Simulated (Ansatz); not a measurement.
## armchair SiC nanoribbon (N = 5, H edges): bands under strain

Aim: is the armchair SiC nanoribbon (N = 5, H edges) a metal or a semiconductor?

Method: DFT PBE, plane waves, PAW; relaxation of a wire's period, in the first sound run; inputs show where later runs differ, in Ansatz 0.2.0.

Most raw output is cut from this account.

## (1) The starting structure

The cell holds 14 atoms: 5 Si, 5 C and 4 H. Its edges and angles: a = 15.660 Å, b = 7.000 Å, c = 5.370 Å, α = 90.0°, β = 90.0°, γ = 90.0°. Vacuum lies along a and b. The structure's axis is c.

## (2) Relaxation of atoms and period

Band widths follow the bond lengths, so the wire is relaxed first. The atoms and the third cell vector are free; the box across stays fixed as vacuum. A Fermi-Dirac smearing is set since the result may be a metal. The pressure printed is a third of the stress's trace over the whole box, vacuum included; only the stress along the axis is relaxed.

Input file input.yaml:

```yaml
crystal:
  lattice:
    - [15.66, 0.0, 0.0]
    - [0.0, 7.0, 0.0]
    - [0.0, 0.0, 5.37]
  atoms:
    - { symbol: Si, position: [0.302027846, 0.5, 0.0] }
    - { symbol: Si, position: [0.500008111, 0.5, 0.0] }
    - { symbol: Si, position: [0.697988376, 0.5, 0.0] }
    - { symbol: C, position: [0.302027846, 0.5, 0.333333333] }
    - { symbol: C, position: [0.500008111, 0.5, 0.333333333] }
    - { symbol: C, position: [0.697988376, 0.5, 0.333333333] }
    - { symbol: H, position: [0.242854974, 0.5, 0.432960894] }
    - { symbol: H, position: [0.757161248, 0.5, 0.432960894] }
    - { symbol: Si, position: [0.401017979, 0.5, 0.5] }
    - { symbol: Si, position: [0.598998243, 0.5, 0.5] }
    - { symbol: C, position: [0.401017979, 0.5, 0.833333333] }
    - { symbol: C, position: [0.598998243, 0.5, 0.833333333] }
    - { symbol: H, position: [0.223499361, 0.5, 0.867783985] }
    - { symbol: H, position: [0.776516861, 0.5, 0.867783985] }
kpoints:
  mp_grid: { grid: [1, 1, 15] }
scf:
  occupations: { method: fermi_dirac, width: 0.05 }
hamiltonian:
  xc: pbe
relax:
  cell: { fix: [a, b, alpha, beta, gamma] }
  max_steps: 45
  f_tol: 0.03
```

Launch:

```
$ ansatz run input.yaml --threads 4 --pin off --max-ram 16384MiB --backend cpu --events-out ev --progress --plain --runs-dir out
```

Elapsed: 19 s, on 4 threads of Arm Neoverse V1, shared host; peak memory 0.86 GiB.

Relaxation path:

| step | energy less that of the first step (eV) | largest force component (eV/Å) | pressure (GPa) | volume (Å³) |
| --- | --- | --- | --- | --- |
| 1 | 0.0000 | 1.8757 | 0.13 | 588.66 |
| 2 | -0.1735 | 0.7570 | 0.03 | 591.51 |
| 3 | -0.2052 | 0.0614 | 0.12 | 592.11 |
| 4 | -0.2055 | 0.0269 | 0.07 | 592.29 |
| 5* | -0.2070 | 0.0268 | 0.07 | 592.29 |

Relaxation steps marked * repeat the geometry before them on a plane-wave basis chosen anew for their cell, so energy and pressure can jump there.

Forces are held to the 4 operations that the run works with; a distortion that breaks them can't arise in this run.

| cell as run | before | after | change |
| --- | --- | --- | --- |
| c (Å) | 5.370 | 5.403 | +0.6 % |

The atoms that moved most (Å, along periodic axes as changes of fractional coordinates times the final cell, across vacuum about the mean position):

| atom | dx | dy | dz | length |
| --- | --- | --- | --- | --- |
| Si3 | -0.058 | 0.000 | 0.041 | 0.071 |
| Si1 | 0.058 | 0.000 | 0.041 | 0.071 |
| H8 | 0.010 | 0.000 | -0.039 | 0.040 |
| H7 | -0.010 | 0.000 | -0.039 | 0.040 |
| C6 | -0.026 | 0.000 | -0.014 | 0.029 |
| C4 | 0.026 | 0.000 | -0.014 | 0.029 |
| H14 | 0.012 | 0.000 | 0.020 | 0.023 |
| H13 | -0.012 | 0.000 | 0.020 | 0.023 |

This step gave:

| Property | Result |
| --- | --- |
| cell length along the wire | 5.403 Å |

The cell's length comes to 5.403 Å with spin left out.

## (3) The perfect wire

This step: DFT PBE, plane waves, PAW; bands of a perfect wire (Ansatz 0.2.0).

At the relaxed period the bands are computed along the axis; those that cross an energy going forward count the channels that a perfect wire would open there.

Input file input.yaml:

```yaml
crystal:
  lattice:
    - [15.66, 0.0, 0.0]
    - [0.0, 7.0, 0.0]
    - [0.0, 0.0, 5.4031501615]
  atoms:
    - { symbol: Si, position: [0.305742269, 0.5, 0.007592537] }
    - { symbol: Si, position: [0.500008111, 0.5, 0.000973425] }
    - { symbol: Si, position: [0.694273953, 0.5, 0.007592537] }
    - { symbol: C, position: [0.303665958, 0.5, 0.330692893] }
    - { symbol: C, position: [0.500008111, 0.5, 0.332751947] }
    - { symbol: C, position: [0.696350264, 0.5, 0.330692893] }
    - { symbol: H, position: [0.242217242, 0.5, 0.425773364] }
    - { symbol: H, position: [0.75779898, 0.5, 0.425773364] }
    - { symbol: Si, position: [0.400868942, 0.5, 0.499753373] }
    - { symbol: Si, position: [0.59914728, 0.5, 0.499753373] }
    - { symbol: C, position: [0.401580862, 0.5, 0.831994111] }
    - { symbol: C, position: [0.59843536, 0.5, 0.831994111] }
    - { symbol: H, position: [0.22275167, 0.5, 0.871409248] }
    - { symbol: H, position: [0.777264552, 0.5, 0.871409248] }
kpoints:
  mp_grid: { grid: [1, 1, 15] }
  band_path: { path: ["Γ", Z], npoints: 90 }
scf:
  occupations: { method: fermi_dirac, width: 0.05 }
hamiltonian:
  xc: pbe
output:
  dos: { e_range: [-5, 4] }
  write_potential: true
  write_density: true
  volumetric_format: npy
```

The job ended after 34 s (4 threads; peak memory 1.4 GiB; 2.2 min of CPU time).

Numbers from this step:

| Item | Value |
| --- | --- |
| band gap | 2.193 eV |

Electronic bands along the path, in eV, zero at the Fermi level:

| point | band 19 | band 20 | band 21 | band 22 | band 23 | band 24 | band 25 | band 26 |
| --- | --- | --- | --- | --- | --- | --- | --- | --- |
| Γ | -3.01 | -2.00 | -1.60 | -1.09 | 1.10 | 1.30 | 1.91 | 2.11 |
| halfway | -3.29 | -2.43 | -1.89 | -1.66 | 1.52 | 1.66 | 2.19 | 2.39 |
| Z | -3.48 | -2.75 | -2.45 | -1.79 | 1.32 | 2.15 | 2.77 | 2.78 |

The gap is 2.19 eV, with spin left out.

The path shows a direct gap of 2.19 eV (valence top at Γ, conduction bottom at Γ).

## (4) At a strained period, period over the relaxed period 0.96, k-mesh 1×1×12

This step: DFT PBE, plane waves, PAW; relaxation at a fixed period (Ansatz 0.2.0).

The period is set to 0.96 times the relaxed one and the atoms relax within it: strain changes bond lengths and angles, which shifts the bands against each other. Against the first PBE run of this kind, the mesh along the wire has 12 points against 15.

The cell differs from the one that the last finished run ended in (c 5.403 → 5.187 Å).

input.yaml: that of step 3 with these lines changed.

```diff
@@ -4,3 +4,3 @@
     - [0.0, 7.0, 0.0]
-    - [0.0, 0.0, 5.4031501615]
+    - [0.0, 0.0, 5.1870241551]
   atoms:
@@ -21,3 +21,3 @@
 kpoints:
-  mp_grid: { grid: [1, 1, 15] }
+  mp_grid: { grid: [1, 1, 12] }
   band_path: { path: ["Γ", Z], npoints: 90 }
@@ -27,6 +27,6 @@
   xc: pbe
+relax:
+  max_steps: 40
+  f_tol: 0.02
 output:
-  dos: { e_range: [-5, 4] }
-  write_potential: true
-  write_density: true
-  volumetric_format: npy
+  stress: true
```

Elapsed: 41 s, on 4 threads; peak memory 1.4 GiB.

The steps of the relaxation:

| step | energy less that of the first step (eV) | largest force component (eV/Å) |
| --- | --- | --- |
| 1 | 0.0000 | 1.5330 |
| 2 | -0.1412 | 0.7853 |
| 3 | -0.1971 | 0.1163 |
| 4 | -0.1983 | 0.0446 |
| 5 | -0.1986 | 0.0041 |

The run keeps the 4 symmetry operations that it works with, so distortions that break them were not tested.

The atoms that moved most (Å):

| atom | dx | dy | dz | length |
| --- | --- | --- | --- | --- |
| H8 | 0.030 | 0.000 | 0.096 | 0.100 |
| H7 | -0.030 | 0.000 | 0.096 | 0.100 |
| H14 | 0.029 | 0.000 | -0.095 | 0.099 |
| H13 | -0.029 | 0.000 | -0.095 | 0.099 |
| C4 | -0.062 | 0.000 | 0.024 | 0.066 |
| C6 | 0.062 | 0.000 | 0.024 | 0.066 |
| Si3 | 0.057 | 0.000 | -0.027 | 0.063 |
| Si1 | -0.057 | 0.000 | -0.027 | 0.063 |

The relaxed structure:

```xyz
14
Lattice="15.6600 0.0000 0.0000 0.0000 7.0000 0.0000 0.0000 0.0000 5.1870" Properties=species:S:1:pos:R:3
Si    4.7314    3.5000    0.0125
Si    7.8301    3.5000   -0.0115
Si   10.9288    3.5000    0.0125
C     4.6936    3.5000    1.7396
C     7.8301    3.5000    1.7438
C    10.9667    3.5000    1.7396
H     3.7633    3.5000    2.3040
H    11.8970    3.5000    2.3040
Si    6.2553    3.5000    2.5740
Si    9.4050    3.5000    2.5740
C     6.2678    3.5000    4.3349
C     9.3925    3.5000    4.3349
H     3.4591    3.5000    4.4254
H    12.2012    3.5000    4.4254
```

This step gave:

```yaml
band_gap: 2.288 eV
```

Electronic bands along the path, in eV, zero at the Fermi level:

| point | band 19 | band 20 | band 21 | band 22 | band 23 | band 24 | band 25 | band 26 |
| --- | --- | --- | --- | --- | --- | --- | --- | --- |
| Γ | -2.83 | -2.18 | -1.52 | -1.13 | 1.16 | 1.50 | 1.87 | 2.18 |
| halfway | -3.21 | -2.41 | -2.03 | -1.70 | 1.48 | 1.61 | 2.16 | 2.60 |
| Z | -3.56 | -2.84 | -2.55 | -1.92 | 1.19 | 2.05 | 2.67 | 2.81 |

The gap is 2.29 eV, against 2.19 eV under PBE at the relaxed period.

## (5) Strain along the wire, period over the relaxed period 0.98, k-mesh 1×1×12

The period is set to 0.98 times the relaxed one and the atoms relax within it: strain changes bond lengths and angles, which shifts the bands against each other. Against the first PBE run of this kind, the mesh along the wire has 12 points against 15.

The cell differs from the one that the last finished run ended in (c 5.187 → 5.295 Å).

input.yaml: that of step 4 with these lines changed.

```diff
@@ -4,3 +4,3 @@
     - [0.0, 7.0, 0.0]
-    - [0.0, 0.0, 5.1870241551]
+    - [0.0, 0.0, 5.2950871583]
   atoms:
```

It took 38 s on 4 threads; peak memory 1.4 GiB; 2.5 min of CPU time.

Step by step:

| step | energy less that of the first step (eV) | largest force component (eV/Å) |
| --- | --- | --- |
| 1 | 0.0000 | 0.6745 |
| 2 | -0.0324 | 0.3484 |
| 3 | -0.0445 | 0.0492 |
| 4 | -0.0447 | 0.0195 |

Forces are held to the 4 operations that the run works with; a distortion that breaks them can't arise in this run.

The atoms that moved most (Å):

| atom | dx | dy | dz | length |
| --- | --- | --- | --- | --- |
| H14 | 0.011 | 0.000 | -0.050 | 0.051 |
| H13 | -0.011 | 0.000 | -0.050 | 0.051 |
| H7 | -0.017 | 0.000 | 0.047 | 0.050 |
| H8 | 0.017 | 0.000 | 0.047 | 0.050 |
| C6 | 0.031 | 0.000 | 0.013 | 0.033 |
| C4 | -0.031 | 0.000 | 0.013 | 0.033 |
| Si3 | 0.027 | 0.000 | -0.013 | 0.030 |
| Si1 | -0.027 | 0.000 | -0.013 | 0.030 |

Final coordinates:

```xyz
14
Lattice="15.6600 0.0000 0.0000 0.0000 7.0000 0.0000 0.0000 0.0000 5.2951" Properties=species:S:1:pos:R:3
Si    4.7611    3.5000    0.0276
Si    7.8301    3.5000   -0.0018
Si   10.8992    3.5000    0.0276
C     4.7248    3.5000    1.7642
C     7.8301    3.5000    1.7709
C    10.9355    3.5000    1.7642
H     3.7762    3.5000    2.3011
H    11.8841    3.5000    2.3011
Si    6.2668    3.5000    2.6384
Si    9.3934    3.5000    2.6384
C     6.2793    3.5000    4.4153
C     9.3810    3.5000    4.4153
H     3.4775    3.5000    4.5640
H    12.1827    3.5000    4.5640
```

Electronic bands along the path, in eV, zero at the Fermi level:

| point | band 19 | band 20 | band 21 | band 22 | band 23 | band 24 | band 25 | band 26 |
| --- | --- | --- | --- | --- | --- | --- | --- | --- |
| Γ | -2.92 | -2.09 | -1.57 | -1.11 | 1.13 | 1.40 | 1.89 | 2.14 |
| halfway | -3.36 | -2.43 | -1.96 | -1.68 | 1.50 | 1.63 | 2.18 | 2.50 |
| Z | -3.52 | -2.80 | -2.51 | -1.86 | 1.25 | 2.10 | 2.72 | 2.82 |

The gap is 2.24 eV, against 2.19 eV under PBE at the relaxed period.

## (6) At a strained period, period over the relaxed period 1.02, k-mesh 1×1×11

The period is set to 1.02 times the relaxed one and the atoms relax within it: strain changes bond lengths and angles, which shifts the bands against each other. Against the first PBE run of this kind, the mesh along the wire has 11 points against 15.

The cell differs from the one that the last finished run ended in (c 5.295 → 5.511 Å).

input.yaml: that of step 5 with these lines changed.

```diff
@@ -4,3 +4,3 @@
     - [0.0, 7.0, 0.0]
-    - [0.0, 0.0, 5.2950871583]
+    - [0.0, 0.0, 5.5112131648]
   atoms:
@@ -21,3 +21,3 @@
 kpoints:
-  mp_grid: { grid: [1, 1, 12] }
+  mp_grid: { grid: [1, 1, 11] }
   band_path: { path: ["Γ", Z], npoints: 90 }
```

Wall time 39 s (4 threads); peak memory 1.5 GiB.

Relaxation path:

| step | energy less that of the first step (eV) | largest force component (eV/Å) |
| --- | --- | --- |
| 1 | 0.0000 | 0.5294 |
| 2 | -0.0298 | 0.2772 |
| 3 | -0.0385 | 0.0312 |
| 4 | -0.0387 | 0.0133 |

Forces are held to the 4 operations that the run works with; a distortion that breaks them can't arise in this run.

The atoms that moved most (Å):

| atom | dx | dy | dz | length |
| --- | --- | --- | --- | --- |
| H13 | 0.017 | 0.000 | 0.052 | 0.054 |
| H14 | -0.017 | 0.000 | 0.052 | 0.054 |
| H7 | 0.016 | 0.000 | -0.046 | 0.049 |
| H8 | -0.016 | 0.000 | -0.046 | 0.049 |
| Si1 | 0.029 | 0.000 | 0.013 | 0.031 |
| Si3 | -0.029 | 0.000 | 0.013 | 0.031 |
| C4 | 0.028 | 0.000 | -0.014 | 0.031 |
| C6 | -0.028 | 0.000 | -0.014 | 0.031 |

Final coordinates:

```xyz
14
Lattice="15.6600 0.0000 0.0000 0.0000 7.0000 0.0000 0.0000 0.0000 5.5112" Properties=species:S:1:pos:R:3
Si    4.8164    3.5000    0.0552
Si    7.8301    3.5000    0.0102
Si   10.8438    3.5000    0.0552
C     4.7836    3.5000    1.8090
C     7.8301    3.5000    1.8255
C    10.8766    3.5000    1.8090
H     3.8087    3.5000    2.3006
H    11.8515    3.5000    2.3006
Si    6.2869    3.5000    2.7600
Si    9.3733    3.5000    2.7600
C     6.2970    3.5000    4.5759
C     9.3632    3.5000    4.5759
H     3.5049    3.5000    4.8541
H    12.1553    3.5000    4.8541
```

Electronic bands along the path, in eV, zero at the Fermi level:

| point | band 19 | band 20 | band 21 | band 22 | band 23 | band 24 | band 25 | band 26 |
| --- | --- | --- | --- | --- | --- | --- | --- | --- |
| Γ | -3.02 | -1.92 | -1.63 | -1.07 | 1.08 | 1.22 | 1.91 | 2.10 |
| halfway | -3.21 | -2.43 | -1.81 | -1.64 | 1.54 | 1.69 | 2.20 | 2.28 |
| Z | -3.43 | -2.71 | -2.40 | -1.72 | 1.38 | 2.20 | 2.67 | 2.81 |

The gap is 2.15 eV, against 2.19 eV under PBE at the relaxed period.

## (7) At a strained period, period over the relaxed period 1.04, k-mesh 1×1×11

The period is set to 1.04 times the relaxed one and the atoms relax within it: strain changes bond lengths and angles, which shifts the bands against each other. Against the first PBE run of this kind, the mesh along the wire has 11 points against 15.

The cell differs from the one that the last finished run ended in (c 5.511 → 5.619 Å).

input.yaml: that of step 6 with these lines changed.

```diff
@@ -4,3 +4,3 @@
     - [0.0, 7.0, 0.0]
-    - [0.0, 0.0, 5.5112131648]
+    - [0.0, 0.0, 5.619276168]
   atoms:
```

It took 41 s on 4 threads; peak memory 1.5 GiB.

The steps of the relaxation:

| step | energy less that of the first step (eV) | largest force component (eV/Å) |
| --- | --- | --- |
| 1 | 0.0000 | 0.9222 |
| 2 | -0.1092 | 0.4808 |
| 3 | -0.1381 | 0.0723 |
| 4 | -0.1385 | 0.0244 |
| 5 | -0.1386 | 0.0089 |

The run keeps the 4 symmetry operations that it works with, so distortions that break them were not tested.

The atoms that moved most (Å):

| atom | dx | dy | dz | length |
| --- | --- | --- | --- | --- |
| H13 | 0.026 | 0.000 | 0.107 | 0.110 |
| H14 | -0.026 | 0.000 | 0.107 | 0.110 |
| H8 | -0.026 | 0.000 | -0.099 | 0.102 |
| H7 | 0.026 | 0.000 | -0.099 | 0.102 |
| C4 | 0.055 | 0.000 | -0.026 | 0.061 |
| C6 | -0.055 | 0.000 | -0.026 | 0.061 |
| Si1 | 0.053 | 0.000 | 0.027 | 0.059 |
| Si3 | -0.053 | 0.000 | 0.027 | 0.059 |

The relaxed structure:

```cif
data_structure
_symmetry_space_group_name_H-M 'P 1'
_symmetry_Int_Tables_number 1
_cell_length_a 15.6600
_cell_length_b 7.0000
_cell_length_c 5.6193
_cell_angle_alpha 90.000
_cell_angle_beta 90.000
_cell_angle_gamma 90.000
_cell_volume 615.99
loop_
_atom_site_label
_atom_site_type_symbol
_atom_site_fract_x
_atom_site_fract_y
_atom_site_fract_z
_atom_site_occupancy
Si1 Si 0.30913 0.50000 0.01231 1
Si2 Si 0.50001 0.50000 0.00256 1
Si3 Si 0.69089 0.50000 0.01231 1
C4 C 0.30717 0.50000 0.32608 1
C5 C 0.50001 0.50000 0.33017 1
C6 C 0.69285 0.50000 0.32608 1
H7 H 0.24390 0.50000 0.40821 1
H8 H 0.75612 0.50000 0.40821 1
Si9 Si 0.40197 0.50000 0.50170 1
Si10 Si 0.59805 0.50000 0.50170 1
C11 C 0.40251 0.50000 0.82901 1
C12 C 0.59751 0.50000 0.82901 1
H13 H 0.22440 0.50000 0.89041 1
H14 H 0.77561 0.50000 0.89041 1
```

Electronic bands along the path, in eV, zero at the Fermi level:

| point | band 19 | band 20 | band 21 | band 22 | band 23 | band 24 | band 25 | band 26 |
| --- | --- | --- | --- | --- | --- | --- | --- | --- |
| Γ | -2.94 | -1.83 | -1.65 | -1.05 | 1.06 | 1.14 | 1.90 | 2.08 |
| halfway | -3.13 | -2.42 | -1.73 | -1.61 | 1.56 | 1.72 | 2.18 | 2.19 |
| Z | -3.38 | -2.65 | -2.34 | -1.65 | 1.44 | 2.23 | 2.54 | 2.64 |

The gap is 2.11 eV, against 2.19 eV under PBE at the relaxed period.

## (8) At a strained period, period over the relaxed period 1.06, k-mesh 1×1×11

The period is set to 1.06 times the relaxed one and the atoms relax within it: strain changes bond lengths and angles, which shifts the bands against each other. Against the first PBE run of this kind, the mesh along the wire has 11 points against 15.

The cell differs from the one that the last finished run ended in (c 5.619 → 5.727 Å).

input.yaml: that of step 7 with these lines changed.

```diff
@@ -4,3 +4,3 @@
     - [0.0, 7.0, 0.0]
-    - [0.0, 0.0, 5.619276168]
+    - [0.0, 0.0, 5.7273391712]
   atoms:
```

Run time: 41 s. Hardware: 4 threads; peak memory 1.5 GiB.

The electronic bands at the labelled points (eV, zero at the Fermi level):

| point | band 19 | band 20 | band 21 | band 22 | band 23 | band 24 | band 25 | band 26 |
| --- | --- | --- | --- | --- | --- | --- | --- | --- |
| Γ | -2.85 | -1.76 | -1.65 | -1.02 | 1.04 | 1.07 | 1.86 | 2.07 |
| halfway | -3.04 | -2.41 | -1.64 | -1.57 | 1.57 | 1.75 | 2.09 | 2.16 |
| Z | -3.32 | -2.60 | -2.28 | -1.58 | 1.50 | 2.27 | 2.39 | 2.47 |

The gap is 2.06 eV, against 2.19 eV under PBE at the relaxed period.

## (9) Comparing the runs

Times are for 4 threads of Arm Neoverse V1, shared host. The runs compared:

| no. | period over the relaxed period | k-mesh | pressure (GPa) | band gap (eV) | time | memory (GiB) |
| --- | --- | --- | --- | --- | --- | --- |
| 1 | 0.96 | 1×1×12 | 1.310 | 2.288 | 41 s | 1.4 |
| 2 | 0.98 | 1×1×12 | 0.6800 | 2.241 | 38 s | 1.4 |
| 3 | 1.02 | 1×1×11 | -0.4693 | 2.152 | 39 s | 1.5 |
| 4 | 1.04 | 1×1×11 | -1.014 | 2.106 | 41 s | 1.5 |
| 5 | 1.06 | 1×1×11 | -1.522 | 2.062 | 41 s | 1.5 |

## (10) Results

```
cell length, PBE           : 5.403 Å
gap, PBE                   : 2.19 eV
gap, period scaled by 0.96 : 2.29 eV
gap, period scaled by 0.98 : 2.24 eV
gap, period scaled by 1.02 : 2.15 eV
gap, period scaled by 1.04 : 2.11 eV
gap, period scaled by 1.06 : 2.06 eV
```

**Reading.** Under PBE the cell's length is 5.40 Å, and a gap of 2.19 eV makes it a semiconductor. Strain matters: under PBE the gap goes from 2.19 eV to 2.29 eV at 0.96 times the period, 2.24 eV at 0.98 times the period, 2.15 eV at 1.02 times the period, 2.11 eV at 1.04 times the period and 2.06 eV at 1.06 times the period.

[Logs are printed without paths, hosts, clocks, repeated set-up lines and the standing remarks that a program may print on its own settings, such as how far it seeks lower states.]

[Hosts, paths, dates, database ids (printed as entryN), source tags and the programs' standing remarks are cut or masked in the printed files.]
